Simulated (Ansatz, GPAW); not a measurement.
# BN in line between two Al chains: relaxation, then transmission at several levels, part 2 of 3

Aim: the conductance of BN in line between two Al chains after relaxation, and whether geometry, basis or functional moves it most.

GPAW 26.7.0 and Ansatz 0.2.0; Ansatz plane waves; relaxation of the junction with the lead ends held (the session's first sound run).

So far, transmission at the Fermi level (one spin): step 3 (plane-wave reference (PBE)) 0.131. Also open channels of the lead at the Fermi level (one spin): step 3 2.

### Step 4. GPAW, dzp

Localised orbitals split the wire into layers that couple to their neighbours alone, which is what the Green's function method needs; double zeta with polarisation is the usual level for numbers.

This step: GPAW LCAO, PAW setups; Landauer transmission from Green's functions with principal layers (ASE), zero bias (GPAW 26.7.0).

Input file run.py:

```python
import json
import numpy as np
from ase import Atoms
from ase.transport.calculators import TransportCalculator
from gpaw import GPAW, FermiDirac
from gpaw.lcao.tools import get_lcao_hamiltonian
from scipy.linalg import eigh

# The junction with lead layers at both ends, along the third cell vector
device = Atoms(
    ['Al', 'Al', 'Al', 'Al', 'Al', 'Al', 'Al', 'B', 'N', 'Al', 'Al', 'Al', 'Al', 'Al', 'Al', 'Al'],
    positions=[
        [4.50000, 4.50000, 1.20000],
        [4.50000, 4.50000, 3.60000],
        [4.50000, 4.50000, 6.00000],
        [4.50000, 4.50000, 8.40000],
        [4.50000, 4.50000, 10.80000],
        [3.93506, 3.73303, 13.19462],
        [4.71730, 4.65832, 15.46312],
        [4.51717, 4.35216, 17.59024],
        [4.53608, 4.32085, 18.87900],
        [4.40706, 4.50794, 20.65495],
        [5.25862, 3.46442, 23.03760],
        [4.50000, 4.50000, 25.34760],
        [4.50000, 4.50000, 27.74760],
        [4.50000, 4.50000, 30.14760],
        [4.50000, 4.50000, 32.54760],
        [4.50000, 4.50000, 34.94760]],
    cell=[[9.0, 0.0, 0.0], [0.0, 9.0, 0.0], [0.0, 0.0, 36.1476]],
    pbc=True)

# One principal layer of the lead: the first 4 atoms of the device
lead = Atoms(
    ['Al', 'Al', 'Al', 'Al'],
    positions=[
        [4.50000, 4.50000, 1.20000],
        [4.50000, 4.50000, 3.60000],
        [4.50000, 4.50000, 6.00000],
        [4.50000, 4.50000, 8.40000]],
    cell=[[9.0, 0.0, 0.0], [0.0, 9.0, 0.0], [0.0, 0.0, 9.6]],
    pbc=True)

settings = dict(mode='lcao', basis='dzp', xc='PBE', h=0.18,
                occupations=FermiDirac(0.1), maxiter=250,
                mixer=dict(beta=0.1, nmaxold=8, weight=100.0),
                convergence=dict(density=0.0001))
energies = np.arange(-2, 2 + 1e-9, 0.025)
eta = 0.0001
n1, n2 = 1, 1
# k and -k transmit alike, so half of the mesh across the current serves
mesh = [(i, j) for i in range(n1) for j in range(n2) if (i, j) <= (-i % n1, -j % n2)]
weights = np.array([1 if (i, j) == (-i % n1, -j % n2) else 2 for i, j in mesh]) / (n1 * n2)

# [... helper functions left out ...]
fermi_lead = ground_state(lead, (1, 1, 12), 'lead.txt')
fermi_device = ground_state(device, (1, 1, 2), 'device.txt')
# [... loop over the mesh left out, but for ...]
        # Shift the lead onto the potential of the device's first layer
        shift = ((H[:, 0, 0] - H0[:, 0, 0]) / S0[0, 0]).real.mean()
# [...]
kT = 8.617333e-5 * 300
bias = [0.1, 0.2, 0.5, 1.0, 1.5, 2.0]
# [... integrals and printing left out ...]
```

On the command line:

```bash
> OMP_NUM_THREADS=1 OPENBLAS_NUM_THREADS=1 python run.py
```

Elapsed: 2.3 min, on 1 thread of Arm Neoverse V1, shared host; peak memory 1.7 GiB.

Numbers from this step:

```yaml
conductance: 0.1479 G₀
thermopower: -30.44 μV/K
largest_coupling_past_the_next_principal_layer: 2.45e-15 eV
largest_misfit_of_the_first_principal_layer: 0.03400 eV
shift_that_aligns_the_lead: 0.01221 eV
basis_functions_of_the_junction: 208
basis_functions_of_a_principal_layer: 52
transmission_at_the_fermi_level_one_spin: 0.1464
```

One spin. The transmission, zone mean by energy, zero at the Fermi level:

```
energy (eV)  transmission, zone mean
     -2.000                    0.231
     -1.900                    0.247
     -1.800                    0.244
     -1.700                    0.220
     -1.600                    0.174
     -1.500                    0.112
     -1.400                   0.0491
     -1.300                  0.00437
     -1.200                  3.2e-10
     -1.100                  4.1e-11
     -1.000                  1.4e-11
     -0.900                  7.9e-12
     -0.800                  7.7e-12
     -0.700                  1.6e-11
     -0.600                  3.5e-10
     -0.500                  6.4e-10
     -0.400                   6.1e-9
     -0.300                   0.0223
     -0.200                   0.0498
     -0.100                   0.0919
      0.000                    0.146
      0.100                    0.215
      0.200                    0.296
      0.300                    0.371
      0.400                    0.440
      0.500                    0.519
      0.600                    0.615
      0.700                    0.729
      0.800                    0.865
      0.900                     1.02
      1.000                     1.09
      1.100                     1.12
      1.200                     1.15
      1.300                     1.21
      1.400                     1.26
      1.500                     1.32
      1.600                     1.36
      1.700                     1.38
      1.725                     1.38
      1.800                     1.37
      1.900                     1.34
      2.000                     1.30
```

Crossings of the lead's bands, unfolded to its shortest repeat. Table of open channels, zone mean by energy, zero at the Fermi level:

```
energy (eV)  open channels, zone mean
     -2.000                         1
     -1.900                         1
     -1.800                         1
     -1.700                         1
     -1.600                         1
     -1.500                         1
     -1.400                         1
     -1.300                         1
     -1.200                         0
     -1.100                         0
     -1.000                         0
     -0.900                         0
     -0.800                         0
     -0.700                         0
     -0.600                         0
     -0.500                         0
     -0.400                         0
     -0.300                         2
     -0.200                         2
     -0.100                         2
      0.000                         2
      0.100                         2
      0.200                         2
      0.300                         2
      0.400                         2
      0.500                         2
      0.600                         2
      0.700                         2
      0.800                         2
      0.900                         2
      1.000                         3
      1.100                         3
      1.200                         3
      1.300                         3
      1.400                         3
      1.500                         3
      1.600                         3
      1.700                         3
      1.800                         3
      1.900                         3
      2.000                         3
```

Not self-consistent under bias; the bias window is split evenly. The current through one cell, from the zero-bias transmission by bias:

```
bias (V)  current through one cell, from the zero-bias transmission (μA)
   0.100                                                            1.15
   0.200                                                            2.33
   0.500                                                            6.24
   1.000                                                            14.7
   1.500                                                            27.2
   2.000                                                            46.0
```

Transmission of the three most open eigenchannels against energy, zero at the Fermi level:

```
energy (eV)  channel 1  channel 2  channel 3
     -2.000      0.231          0          0
     -1.800      0.244          0          0
     -1.600      0.174          0          0
     -1.400     0.0491          0          0
     -1.200    3.2e-10          0          0
     -1.000    1.3e-11          0          0
     -0.800    7.6e-12          0          0
     -0.600    3.5e-10          0          0
     -0.400     5.9e-9    2.0e-10          0
     -0.200     0.0356     0.0142          0
      0.000     0.0956     0.0508          0
      0.200      0.195      0.101          0
      0.400      0.242      0.198          0
      0.600      0.381      0.234          0
      0.800      0.578      0.287    9.0e-12
      1.000      0.652      0.439     7.6e-4
      1.200      0.605      0.545    0.00396
      1.400      0.752      0.499     0.0107
      1.600      0.862      0.470     0.0252
      1.800      0.857      0.464     0.0514
      2.000      0.742      0.484     0.0766
```

At the Fermi level T is 0.146 against 0.131 in plane waves. Couplings past the next layer reach 2.4e-15 eV, small enough to drop; the matrix elements of the cell's first layer differ from the bulk lead's by up to 0.034 eV. That layer keeps its own values in the calculation, and only beyond it is the lead taken as perfect. The Fermi levels of lead and junction count from different zeros of potential, one for each periodic cell; with both set to zero, the small remaining shift is what aligns them. By hand: G = 0.1479 × 77.48 μS = 11.5 μS, a resistance of 87.2 kΩ; at 0.1 V a linear junction would pass 1.15 μA, and the integral over the bias window gives 1.15 μA. Mott's formula, S = -(π²/3)(k_B²T/e) d ln T/dE, has the prefactor 7.33 μV/K·eV at 300 K; T = 0.1316 at -0.025 eV and 0.1621 at 0.025 eV give a slope of 4.17 per eV and S = -30.6 μV/K, beside -30.4 μV/K from the thermal integral, which interpolates the same grid.

### Step 5. Single-zeta polarised basis

The second zeta is dropped, the polarisation orbitals stay.

Edit run.py of step 4 so:

```diff
@@ -42,3 +42,3 @@
 
-settings = dict(mode='lcao', basis='dzp', xc='PBE', h=0.18,
+settings = dict(mode='lcao', basis='szp(dzp)', xc='PBE', h=0.18,
                 occupations=FermiDirac(0.1), maxiter=250,
```

Elapsed: 2.1 min, on 1 thread; peak memory 1.7 GiB.

This step gave:

```
conductance                                    : 0.1329 G₀
thermopower                                    : -31.84 μV/K
largest coupling past the next principal layer : 1.49e-15 eV
largest misfit of the first principal layer    : 0.03969 eV
shift that aligns the lead                     : 0.01916 eV
basis functions of the junction                : 144
basis functions of a principal layer           : 36
transmission at the Fermi level (one spin)     : 0.1317
```

One spin. Transmission, zone mean against energy, zero at the Fermi level:

```
energy (eV)  transmission, zone mean
     -2.000                    0.224
     -1.900                    0.223
     -1.800                    0.201
     -1.700                    0.158
     -1.600                    0.102
     -1.500                   0.0475
     -1.400                  0.00793
     -1.300                  4.4e-10
     -1.200                  4.4e-11
     -1.100                  1.2e-11
     -1.000                  6.1e-12
     -0.900                  4.7e-12
     -0.800                  6.2e-12
     -0.700                  2.0e-11
     -0.600                   2.4e-8
     -0.500                   1.2e-9
     -0.400                  1.2e-10
     -0.300                   0.0157
     -0.200                   0.0391
     -0.100                   0.0796
      0.000                    0.132
      0.100                    0.196
      0.200                    0.273
      0.300                    0.346
      0.400                    0.414
      0.500                    0.498
      0.600                    0.609
      0.700                    0.753
      0.800                    0.965
      0.900                     1.02
      1.000                     1.06
      1.100                     1.10
      1.200                     1.15
      1.300                     1.21
      1.400                     1.28
      1.500                     1.34
      1.600                     1.39
      1.700                     1.43
      1.800                     1.44
      1.900                     1.44
      2.000                     1.42
```

The conductance, 0.133 G₀, lies 10 % below that of the dzp run.

### Step 6. Minimal basis

One function for each valence shell of the setup, as for a first survey of a large system.

Edit run.py of step 5 so:

```diff
@@ -42,3 +42,3 @@
 
-settings = dict(mode='lcao', basis='szp(dzp)', xc='PBE', h=0.18,
+settings = dict(mode='lcao', basis='sz(dzp)', xc='PBE', h=0.18,
                 occupations=FermiDirac(0.1), maxiter=250,
```

Elapsed: 72 s, on 1 thread; peak memory 1.5 GiB.

This step gave:

| Item | Value |
| --- | --- |
| conductance | 0.1578 G₀ |
| thermopower | -28.63 μV/K |
| largest coupling past the next principal layer | 9.49e-16 eV |
| largest misfit of the first principal layer | 0.04988 eV |
| shift that aligns the lead | 0.02602 eV |
| basis functions of the junction | 64 |
| basis functions of a principal layer | 16 |
| transmission at the Fermi level (one spin) | 0.1567 |

One spin. Transmission, zone mean against energy, zero at the Fermi level:

```
energy (eV)  transmission, zone mean
     -2.000                    0.301
     -1.900                    0.286
     -1.800                    0.204
     -1.700                   2.0e-7
     -1.600                  3.7e-10
     -1.500                  3.7e-11
     -1.400                  8.5e-12
     -1.300                  3.1e-12
     -1.200                  1.6e-12
     -1.100                  1.0e-12
     -1.000                        0
     -0.900                  1.1e-12
     -0.800                  2.3e-12
     -0.700                  1.4e-11
     -0.600                  3.4e-10
     -0.500                   7.9e-9
     -0.400                   2.0e-8
     -0.300                   0.0278
     -0.200                   0.0544
     -0.100                    0.100
      0.000                    0.157
      0.100                    0.224
      0.200                    0.305
      0.300                    0.389
      0.400                    0.470
      0.500                    0.572
      0.600                    0.715
      0.700                    0.959
      0.800                     1.06
      0.900                     1.12
      1.000                     1.17
      1.100                     1.21
      1.200                     1.26
      1.300                     1.30
      1.400                     1.36
      1.500                     1.41
      1.600                     1.45
      1.700                     1.49
      1.800                     1.51
      1.900                     1.52
      2.000                     1.52
```

The conductance, 0.158 G₀, lies 6.7 % above that of the dzp run.

### Step 7. revPBE in the dzp basis: xc = "revPBE"

Back in the dzp basis, the functional changes from PBE to revPBE, to set the spread between functionals beside that between bases.

Edit run.py of step 6 so:

```diff
@@ -42,3 +42,3 @@
 
-settings = dict(mode='lcao', basis='sz(dzp)', xc='PBE', h=0.18,
+settings = dict(mode='lcao', basis='dzp', xc='revPBE', h=0.18,
                 occupations=FermiDirac(0.1), maxiter=250,
```

Wall time 2.4 min (1 thread); peak memory 1.7 GiB.

This step gave:

```
conductance                                    : 0.1410 G₀
thermopower                                    : -30.48 μV/K
largest coupling past the next principal layer : 1.83e-15 eV
largest misfit of the first principal layer    : 0.03345 eV
shift that aligns the lead                     : 0.01106 eV
basis functions of the junction                : 208
basis functions of a principal layer           : 52
transmission at the Fermi level (one spin)     : 0.1394
```

One spin. The transmission, zone mean by energy, zero at the Fermi level:

```
energy (eV)  transmission, zone mean
     -2.000                    0.232
     -1.900                    0.247
     -1.800                    0.243
     -1.700                    0.218
     -1.600                    0.171
     -1.500                    0.109
     -1.400                   0.0464
     -1.300                  0.00329
     -1.200                  2.7e-10
     -1.100                  3.6e-11
     -1.000                  1.2e-11
     -0.900                  6.8e-12
     -0.800                  6.6e-12
     -0.700                  1.4e-11
     -0.600                  2.7e-10
     -0.500                  6.3e-10
     -0.400                   6.8e-9
     -0.300                   0.0220
     -0.200                   0.0485
     -0.100                   0.0881
      0.000                    0.139
      0.100                    0.206
      0.200                    0.286
      0.300                    0.363
      0.400                    0.433
      0.500                    0.510
      0.600                    0.603
      0.700                    0.711
      0.800                    0.835
      0.900                    0.972
      1.000                     1.10
      1.100                     1.11
      1.200                     1.14
      1.300                     1.19
      1.400                     1.24
      1.500                     1.29
      1.600                     1.34
      1.700                     1.35
      1.725                     1.35
      1.800                     1.34
      1.900                     1.31
      2.000                     1.27
```

The conductance, 0.141 G₀, lies 4.7 % below that of the dzp run.

### Step 8. Without the relaxation: geometry = "as built"

The dzp basis with PBE on the structure as first built shows what the relaxation was worth.

Edit run.py of step 7 so:

```diff
@@ -17,8 +17,8 @@
         [4.50000, 4.50000, 10.80000],
-        [3.93506, 3.73303, 13.19462],
-        [4.71730, 4.65832, 15.46312],
-        [4.51717, 4.35216, 17.59024],
-        [4.53608, 4.32085, 18.87900],
-        [4.40706, 4.50794, 20.65495],
-        [5.25862, 3.46442, 23.03760],
+        [4.50000, 4.50000, 13.20000],
+        [4.50000, 4.50000, 15.60000],
+        [4.50000, 4.50000, 17.53630],
+        [4.50000, 4.50000, 18.81630],
+        [4.50000, 4.50000, 20.54760],
+        [4.50000, 4.50000, 22.94760],
         [4.50000, 4.50000, 25.34760],
@@ -42,3 +42,3 @@
 
-settings = dict(mode='lcao', basis='dzp', xc='revPBE', h=0.18,
+settings = dict(mode='lcao', basis='dzp', xc='PBE', h=0.18,
                 occupations=FermiDirac(0.1), maxiter=250,
```

Elapsed: 2.2 min, on 1 thread; peak memory 1.7 GiB.

Numbers from this step:

- conductance: 1.341 G₀
- largest coupling past the next principal layer: 2.45e-15 eV
- largest misfit of the first principal layer: 0.01704 eV
- shift that aligns the lead: -0.005488 eV
- transmission at the Fermi level (one spin): 1.353

One spin. The transmission, zone mean by energy, zero at the Fermi level:

energy (eV), transmission, zone mean and a bar:
```
   -2.000       0.02 
   -1.800       0.02 
   -1.600       0.01 
   -1.400       0.00 
   -1.200       0.00 
   -1.000       0.00 
   -0.800       0.00 
   -0.600       0.00 
   -0.400       0.07 #
   -0.200       1.10 ########################
    0.000       1.35 #############################
    0.200       1.23 ###########################
    0.400       1.09 ########################
    0.600       1.06 #######################
    0.800       1.08 #######################
    1.000       1.26 ###########################
    1.200       1.28 ############################
    1.400       1.31 ############################
    1.600       1.33 #############################
    1.800       1.36 ##############################
    2.000       1.38 ##############################
```

The conductance, 1.34 G₀, lies a factor of 9.1 above that of the dzp run.

### Step 9. The ladder

Times are wall times on the hardware named with each run. The series side by side:

```
no.         run  conductance (G₀)     time  memory (GiB)
  1      pw PBE            0.1322     44 s           2.2
  2         dzp            0.1479  2.3 min           1.7
  3         szp            0.1329  2.1 min           1.7
  4          sz            0.1578     72 s           1.5
  5  dzp revPBE            0.1410  2.4 min           1.7
  6     asbuilt             1.341  2.2 min           1.7
```

(Continued in part 3 of 3.)

[Logs are printed without paths, hosts, clocks, repeated set-up lines and the standing remarks that a program may print on its own settings, such as how far it seeks lower states.]

[Hosts, paths, dates, database ids (printed as entryN), source tags and the programs' standing remarks are cut or masked in the printed files.]
